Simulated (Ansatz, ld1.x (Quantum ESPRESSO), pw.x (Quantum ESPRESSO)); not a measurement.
## Be (Z = 4): does the TM potential hold in the solid?

```json
{
  "Element": "beryllium",
  "Generator": "ld1.x (Quantum ESPRESSO) 7.5",
  "Type": "norm-conserving Troullier–Martins (Kleinman–Bylander form)",
  "Functional": "PBE",
  "Relativity": "scalar-relativistic",
  "Frozen core": "[He]",
  "Valence charge": "2",
  "Reference configuration": "2s1.5 2p0 (charge +0.5)",
  "Partial waves": "2s (bound): rc 1.80 bohr; 2p (bound, empty): rc 4.20 bohr; 3d channel at -0.1 Ry: rc 3.80 bohr",
  "Local potential": "the d channel",
  "Core correction": "a·sin(br)/r model core inside 1.70 bohr"
}
```

Atomic tests: cutoffs needed: 10 Ry and 21 Ry (the cutoffs (Ry, on a coarse ladder) from which the occupation-weighted sum of valence levels, in a spherical-Bessel basis at the reference potential, stays within 10 and 1 mRy of its value at 400 Ry); ghost test: no extra level below or beside the all-electron valence levels (s, p, d, f tested) (spherical-Bessel basis up to 400 Ry, 20 bohr box); largest excitation error: -108 meV (all-electron minus pseudo) for 2s0 2p1, out of 5 test configurations.

Crystal test: fcc Be in pw.x 7.5, no spin, 18³ k-points, Fermi–Dirac smearing 0.01 Ry, cutoffs 50/200 Ry. The lattice is a test structure that the element need not adopt, and mesh and smearing are coarse.

pw.x input:

```
&control
  calculation='scf', prefix='x', pseudo_dir='./', outdir='./tmp', tstress=.true., disk_io='none'
/
&system
  ibrav=0, nat=1, ntyp=1, ecutwfc=50, ecutrho=200, nbnd=8,
  occupations='smearing', smearing='fd', degauss=0.01
/
&electrons
  conv_thr=1e-09, mixing_beta=0.4, electron_maxstep=70
/
ATOMIC_SPECIES
Be 1.0 Be.UPF
CELL_PARAMETERS angstrom
  0.00000000 1.58169236 1.58169236
  1.58169236 0.00000000 1.58169236
  1.58169236 1.58169236 0.00000000
ATOMIC_POSITIONS crystal
Be 0.0000 0.0000 0.0000
K_POINTS automatic
18 18 18 0 0 0
```

```bash
pw.x < Be.scf.in > Be.scf.out
```

Problem. How does the run end?

Solution. It converges; the pressure is -54.98 GPa against -0.36 GPa from all-electron LAPW. The largest radius (4.20 bohr) exceeds half the bond length (2.11 bohr), so the spheres overlap, which is one possible source of error among others. This is a poor potential for the solid. The pseudo pressure rises with volume over the whole range, a mechanical instability. The log shows:

```
Message from routine setup:
     using ibrav=0 with symmetry is DISCOURAGED, use correct ibrav instead
     lattice parameter (alat)  =       4.2270  a.u.
     unit-cell volume          =      53.4063 (a.u.)^3
     number of electrons       =         2.00
     number of Kohn-Sham states=            8
     kinetic-energy cutoff     =      50.0000  Ry
     charge density cutoff     =     200.0000  Ry
     scf convergence threshold =      1.0E-09
     Exchange-correlation= PBE
     number of k points=   195  Fermi-Dirac smearing, width (Ry)=  0.0100
     iteration #  1     ecut=    50.00 Ry     beta= 0.40
     total energy              =      -2.33851313 Ry
     estimated scf accuracy    <       0.00431917 Ry
     iteration #  2     ecut=    50.00 Ry     beta= 0.40
     total energy              =      -2.33946369 Ry
     estimated scf accuracy    <       0.00155579 Ry
     iteration #  3     ecut=    50.00 Ry     beta= 0.40
     total energy              =      -2.33951217 Ry
     estimated scf accuracy    <       0.00000094 Ry
     iteration #  4     ecut=    50.00 Ry     beta= 0.40
     total energy              =      -2.33951265 Ry
     estimated scf accuracy    <       0.00000035 Ry
     iteration #  5     ecut=    50.00 Ry     beta= 0.40
     the Fermi energy is     7.9105 ev
!    total energy              =      -2.33951266 Ry
     estimated scf accuracy    <          3.1E-10 Ry
     smearing contrib. (-TS)   =      -0.00037820 Ry
     The total energy is F=E-TS. E is the sum of the following terms:
     one-electron contribution =       1.91995936 Ry
     hartree contribution      =       0.00801918 Ry
     xc contribution           =      -1.19925404 Ry
     ewald contribution        =      -3.06785895 Ry
     convergence has been achieved in   5 iterations
          total   stress  (Ry/bohr**3)                   (kbar)     P=     -549.79
     Message from routine punch:
     Nothing written, as per user request (disk_io='none')
```
